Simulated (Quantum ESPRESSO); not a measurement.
The system is Fe.

```xyz
1
Lattice="0.0000 1.9417 1.9651 1.4984 0.0000 1.9651 1.4984 1.9417 0.0000" Properties=species:S:1:pos:R:3 pbc="T T T"
Fe    0.0000    0.0000    0.0000
```

Base run:

| Item | Value |
| --- | --- |
| Program | Quantum ESPRESSO 7.5 |
| Functional | PBEsol |
| Potentials or basis | GBRV 1.5 PBEsol |
| Cutoff | 762 eV |
| Density cutoff | 6095 eV |
| k mesh | 13 × 13 × 13 |
| Occupations | fermi-dirac, width 0.05 eV |
| Spin | collinear spin, ferromagnetic start |
| Starting moments | [3.0] μB |

Its results: band gap on the k mesh none (metal or under the smearing width); pressure -8.6 GPa; net moment 2.27 μB per cell; site moments Fe +2.31 μB.

The run is repeated on the same cell with these changes: hubbard terms from none to Fe d U = 4 eV. What comes out?

Band gap on the k mesh none (metal or under the smearing width); pressure 17.7 GPa; net moment 2.87 μB per cell; site moments Fe +2.99 μB.

Caveats: the U is typed as a test and isn't derived for this compound (some runs).

Not every run made on this cell is shown here.
